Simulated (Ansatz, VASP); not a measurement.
Given: the input of a run of Ansatz 0.2.0 on Te2Mo.

The input input.yaml:

```yaml
crystal:
  lattice:
    - [3.5182, 0.0, 0.0]
    - [-1.7591, 3.0468505756, 0.0]
    - [0.0, 0.0, 13.9736]
  atoms:
    - { symbol: Te, position: [0.6666666667, 0.3333333333, 0.379] }
    - { symbol: Te, position: [0.3333333333, 0.6666666667, 0.879] }
    - { symbol: Te, position: [0.6666666667, 0.3333333333, 0.121] }
    - { symbol: Te, position: [0.3333333333, 0.6666666667, 0.621] }
    - { symbol: Mo, position: [0.6666666667, 0.3333333333, 0.75] }
    - { symbol: Mo, position: [0.3333333333, 0.6666666667, 0.25] }
hamiltonian:
  xc: revpbe
  pseudopotentials: { kind: paw }
  dispersion: d3bj
kpoints:
  mp_grid: { grid: [7, 7, 2] }
scf:
  occupations: { method: fermi_dirac, width: 0.05 }
output:
  forces: true
  stress: true
  eigenvalues: true
relax:
  f_tol: 0.01
  max_steps: 40
  cell: { stress_tol: 0.05 }
```

Potentials or basis: Ansatz PAW.

Launch:

```bash
$ ansatz run input.yaml --threads 2 --pin off --max-ram 5632MiB --backend cpu --events-out ev --progress --plain --runs-dir out
```

Task: Translate it to VASP 6.6.1. Potentials there: VASP PAW PBE potentials, release 64 (Te, Mo_sv).

Result: As run (the cutoff follows the program's own potentials):

Contents of INCAR:

```
PREC = Accurate
ENCUT = 600
EDIFF = 1E-6
ISMEAR = -1
SIGMA = 0.05
LREAL = F
LASPH = T
NELM = 80
ALGO = Fast
ISIF = 3
LWAVE = F
LCHARG = F
GGA = RE
IVDW = 12
IBRION = 2
NSW = 60
EDIFFG = -0.01
```

Contents of KPOINTS:

```
regular mesh
0
Gamma
  7 7 2
```

POSCAR

```
Te2Mo
1.0
    3.5182000000      0.0000000000      0.0000000000
   -1.7591000000      3.0468505756      0.0000000000
    0.0000000000      0.0000000000     13.9736000000
Te Mo
4 2
Direct
    0.6666666667      0.3333333333      0.3790000000
    0.3333333333      0.6666666667      0.8790000000
    0.6666666667      0.3333333333      0.1210000000
    0.3333333333      0.6666666667      0.6210000000
    0.6666666667      0.3333333333      0.7500000000
    0.3333333333      0.6666666667      0.2500000000
```

Potentials or basis: VASP PAW PBE potentials, release 64 (Te, Mo_sv).

Launch:

```sh
$ cat potpaw_PBE.64/Te/POTCAR potpaw_PBE.64/Mo_sv/POTCAR > POTCAR
$ mpirun -np 1 vasp_std > vasp.out
```

Both were run:

|  | VASP | Ansatz | Ansatz less VASP |
| --- | --- | --- | --- |
| gap on the k mesh at the Fermi level, each at its own relaxed structure (eV) | 0.63 | 0.64 | +0.008 |
| relaxed volume (Å³/atom) | 23.15 | 23.17 | +0.022 |
| relaxed cell length with the largest relative difference (Å) | 3.461 | 3.462 | +0.0013 |
| energy change over the relaxation (meV/atom) | -22 | -21 | +1.1 |

The two sets of potentials don't hold the same shells in valence.

Caveats: spin-orbit coupling is left out, which moves the levels of the heavy elements; the PAW data sets were made with another functional, which shifts forces and pressure a little (VASP); an odd mesh through Γ misses points on the zone boundary, where band edges often lie (VASP); odd divisions of the mesh miss points on the zone boundary, where band edges often lie, so the gap on the mesh can be too wide (Ansatz); the plane-wave basis is chosen anew once the cell has moved, so the energies of steps on either side of that aren't comparable (Ansatz); the PAW data sets come from PBE, with cores solved anew for the run's functional, which leaves a small shift of forces and pressure (Ansatz). As with any semilocal functional, this revPBE gap is likely too small.
